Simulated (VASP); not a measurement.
# TlBr (Pm-3m) in VASP: further runs, part 2 of 2

VASP 6.6.1.

### 4 Single point, LDA

Contents of INCAR:

```
ALGO = Normal
EDIFF = 1E-6
ENCUT = 520
ISIF = 2
ISMEAR = 0
LASPH = T
LCHARG = T
LELF = T
LREAL = F
LVHAR = T
LWAVE = F
NBANDS = 17
NELM = 100
PREC = Accurate
SIGMA = 0.02
```

Contents of KPOINTS:

```
k-points
0
Gamma
  8 8 8
```

Contents of POSCAR:

```
TlBr
1.0
    3.8405599004      0.0000000000      0.0000000000
    0.0000000000      3.8405599004      0.0000000000
    0.0000000000      0.0000000000      3.8405599004
Tl Br
1 1
Direct
    0.0000000000      0.0000000000      0.0000000000
    0.5000000000      0.5000000000      0.5000000000
```

Potentials or basis: VASP PAW LDA potentials, release 64 (Tl_d, Br).

Launch:

```
> cat potpaw_LDA.64/Tl_d/POTCAR potpaw_LDA.64/Br/POTCAR > POTCAR
> mpirun -np 1 vasp_std > vasp.out
```

OUTCAR:

```text
EDIFF = 1E-6
   ENCUT = 520
   ISIF = 2
   ISMEAR = 0
   LASPH = T
   LREAL = F
   NELM = 100
   PREC = Accurate

 ion  position               nearest neighbor table
   1  0.000  0.000  0.000-   2 3.33   2 3.33   2 3.33   2 3.33   2 3.33   2 3.33   2 3.33   2 3.33

   2  0.500  0.500  0.500-   1 3.33   1 3.33   1 3.33   1 3.33   1 3.33   1 3.33   1 3.33   1 3.33

  LATTYP: Found a simple cubic cell.
 ALAT       =     3.8405599004

  Lattice vectors:

[... 669 lines left out ...]
------------------------ aborting loop because EDIFF is reached ----------------------------------------

  FORCE on cell =-STRESS in cart. coord.  units (eV):
  Direction    XX          YY          ZZ          XY          YZ          ZX
  --------------------------------------------------------------------------------------
  -------------------------------------------------------------------------------------
  Total        0.0077679      0.0077679      0.0077679      0.0000000      0.0000000     -0.0000000
  in kB        0.2196991      0.2196991      0.2196991      0.0000000      0.0000000     -0.0000000
  external PRESSURE =       0.2196991 kB  Pullay stress =       0.0000000 kB

 VOLUME and BASIS-vectors are now :
 -----------------------------------------------------------------------------
  energy-cutoff  :      520.00
  volume of cell :       56.65
      direct lattice vectors                 reciprocal lattice vectors
     3.840559900  0.000000000  0.000000000     0.260378702  0.000000000  0.000000000
     0.000000000  3.840559900  0.000000000     0.000000000  0.260378702  0.000000000
     0.000000000  0.000000000  3.840559900     0.000000000  0.000000000  0.260378702

 POSITION                                       TOTAL-FORCE (eV/Angst)
 -----------------------------------------------------------------------------------
      0.00000      0.00000      0.00000         0.000000      0.000000      0.000000
      1.92028      1.92028      1.92028         0.000000      0.000000      0.000000
 -----------------------------------------------------------------------------------
    total drift:                                0.000000     -0.000000     -0.000000

  FREE ENERGIE OF THE ION-ELECTRON SYSTEM (eV)
  ---------------------------------------------------
  free  energy   TOTEN  =        -6.5567667645 eV

  energy  without entropy=       -6.5567667645  energy(sigma->0) =       -6.55676676
```

OSZICAR:

```text
N       E                     dE             d eps       ncg     rms          rms(c)
DAV:   1     0.976092769009E+02    0.97609E+02   -0.97607E+03  1222   0.103E+03
DAV:   2    -0.313338209200E+01   -0.10074E+03   -0.96951E+02  1473   0.231E+02
DAV:   3    -0.672393193324E+01   -0.35905E+01   -0.35803E+01  1427   0.375E+01
DAV:   4    -0.674472166593E+01   -0.20790E-01   -0.20788E-01  1475   0.333E+00
DAV:   5    -0.674494252356E+01   -0.22086E-03   -0.22085E-03  1484   0.333E-01    0.355E+00
DAV:   6    -0.657679308248E+01    0.16815E+00   -0.26202E-01  1302   0.278E+00    0.219E+00
DAV:   7    -0.655872573065E+01    0.18067E-01   -0.73289E-02  1340   0.129E+00    0.102E+00
DAV:   8    -0.655696414270E+01    0.17616E-02   -0.10205E-02  1342   0.623E-01    0.152E-01
DAV:   9    -0.655675125588E+01    0.21289E-03   -0.72209E-04  1330   0.161E-01    0.509E-02
DAV:  10    -0.655676841195E+01   -0.17156E-04   -0.94338E-05  1357   0.522E-02    0.113E-02
DAV:  11    -0.655676667877E+01    0.17332E-05   -0.11761E-05  1338   0.218E-02    0.653E-03
DAV:  12    -0.655676676445E+01   -0.85681E-07   -0.79068E-07   780   0.510E-03
   1 F= -.65567668E+01 E0= -.65567668E+01  d E =-.234755E-22
```

Wall time 13 s (1 thread of Intel Xeon 6975P-C (Granite Rapids), shared host); peak memory 0.16 GiB.

Results:

```yaml
Free_energy: -6.5568 eV
Pressure: 0.0 GPa
Band_gap_on_the_k_mesh: 1.34 eV, direct
```

Levels at points of the mesh, in eV from the valence-band top:
```tsv
k point	band 6	band 7	band 8	band 9	band 10	band 11	band 12	band 13	band 14	band 15
(0.00, 0.00, 0.00)	-10.13	-5.07	-1.83	-1.83	-1.83	6.52	6.52	7.43	7.43	7.43
(0.50, 0.00, 0.00)	-10.13	-6.37	-1.17	-1.17	0.00	1.34	5.52	5.52	7.41	10.29
(0.50, 0.50, 0.00)	-10.05	-4.12	-3.80	-3.80	-1.10	4.80	4.80	7.42	7.52	10.36
(0.50, 0.50, 0.50)	-10.05	-2.84	-2.50	-2.50	-2.50	1.46	1.46	1.46	13.25	13.25
```

Caveat: spin-orbit coupling is left out, which as a rule narrows the gap of such compounds by several tenths of an eV. A k mesh can miss the band edges.

### 5 Relaxation of cell and atoms, LDA

This run uses another cell than the first one, of 31.29 Å³/atom, 1.105 times its volume.

Contents of INCAR:

```
SYSTEM = TlBr
ALGO = Fast
EDIFF = 1E-7
EDIFFG = -0.005
ENCUT = 600
GGA = CA
IBRION = 2
ISIF = 3
ISMEAR = 0
LASPH = .TRUE.
LCHARG = .FALSE.
LREAL = .FALSE.
LWAVE = .FALSE.
NELM = 100
NSW = 100
PREC = Accurate
SIGMA = 0.02
```

Contents of KPOINTS:

```
k-points
0
G
  8 8 8
  0 0 0
```

Contents of POSCAR:

```
TlBr
1.0
    3.9700000000      0.0000000000      0.0000000000
    0.0000000000      3.9700000000      0.0000000000
    0.0000000000      0.0000000000      3.9700000000
Tl Br
1 1
Direct
    0.0000000000      0.0000000000      0.0000000000
    0.5000000000      0.5000000000      0.5000000000
```

Launch:

```
> cat potpaw_LDA.64/Tl_d/POTCAR potpaw_LDA.64/Br/POTCAR > POTCAR
> mpirun -np 1 vasp_std > vasp.out
```

It took 29 s on 1 thread of Intel Xeon 6975P-C (Granite Rapids), shared host; peak memory 0.19 GiB.

It converged, with:

| Property | Result |
| --- | --- |
| Free energy | -6.5572 eV |
| Relaxed volume | 28.36 Å³/atom |
| Relaxed cell | a = 3.842 Å, b = 3.842 Å, c = 3.842 Å, α = 90.00°, β = 90.00°, γ = 90.00° |
| Space group after relaxing (to 0.05 Å) | Pm-3m (No. 221) |
| Energy gained by relaxing | 25.6 meV/atom |
| Ionic steps | 4 |
| Pressure after relaxing | 0.0 GPa |
| Band gap on the k mesh | 1.35 eV, direct |

The path:
```csv
step,energy change (eV),largest force (eV/Å),pressure (GPa),volume (Å³)
1,0.0000,0.0000,-2.55,62.57
2,-0.0477,0.0000,-0.78,58.17
3,-0.0512,0.0000,-0.05,56.82
4,-0.0513,0.0000,0.02,56.71
```

Final structure:
```cif
data_structure
_symmetry_space_group_name_H-M 'P 1'
_symmetry_Int_Tables_number 1
_cell_length_a 3.8420
_cell_length_b 3.8420
_cell_length_c 3.8420
_cell_angle_alpha 90.000
_cell_angle_beta 90.000
_cell_angle_gamma 90.000
_cell_volume 56.71
loop_
_atom_site_label
_atom_site_type_symbol
_atom_site_fract_x
_atom_site_fract_y
_atom_site_fract_z
_atom_site_occupancy
Tl1 Tl 0.00000 0.00000 0.00000 1
Br1 Br 0.50000 0.50000 0.50000 1
```

Levels at points of the mesh, in eV from the valence-band top:
```
           k point  band 6  band 7  band 8  band 9  band 10  band 11  band 12  band 13  band 14
(0.00, 0.00, 0.00)  -10.13   -5.06   -1.82   -1.82    -1.82     6.52     6.52     7.43     7.43
(0.50, 0.00, 0.00)  -10.12   -6.36   -1.17   -1.17     0.00     1.35     5.53     5.53     7.41
(0.50, 0.50, 0.00)  -10.05   -4.12   -3.79   -3.79    -1.09     4.80     4.80     7.43     7.52
(0.50, 0.50, 0.50)  -10.04   -2.84   -2.49   -2.49    -2.49     1.47     1.47     1.47    13.24
```

Caveat: spin-orbit coupling is left out, which as a rule narrows the gap of such compounds by several tenths of an eV. Zero-point motion and thermal expansion aren't in these numbers.
